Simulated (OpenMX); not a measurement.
Crystal: Pt.

```
CELL_PARAMETERS angstrom
0.00000 1.96090 1.96090
1.96090 0.00000 1.96090
1.96090 1.96090 0.00000
ATOMIC_POSITIONS crystal
Pt 0.00000 0.00000 0.00000
```

Base run:

| Item | Value |
| --- | --- |
| Program | OpenMX 3.8.5 |
| Functional | LDA |
| Potentials or basis | OpenMX 2013 PBE set, Pt7.0-s3p2d2, grid cutoff 400 Ry |
| k mesh | 13 × 13 × 13 |
| Occupations | fermi-dirac, width 0.05 eV |
| Spin | no spin polarisation |

Its results: pressure 4.1 GPa.

Q: The run is repeated on the same cell with these changes: potentials or basis from OpenMX 2013 PBE set, Pt7.0-s3p2d2, grid cutoff 400 Ry to OpenMX 2013 LDA set, Pt7.0-s3p2d2f1, grid cutoff 400 Ry. What comes out?

A: Pressure -3.6 GPa.

Caveats: the basis of atomic orbitals isn't converged, which shifts pressures, moduli and gaps; the potentials were made for another functional, which shifts forces and pressure (some runs).

Not every run made on this cell is shown here.
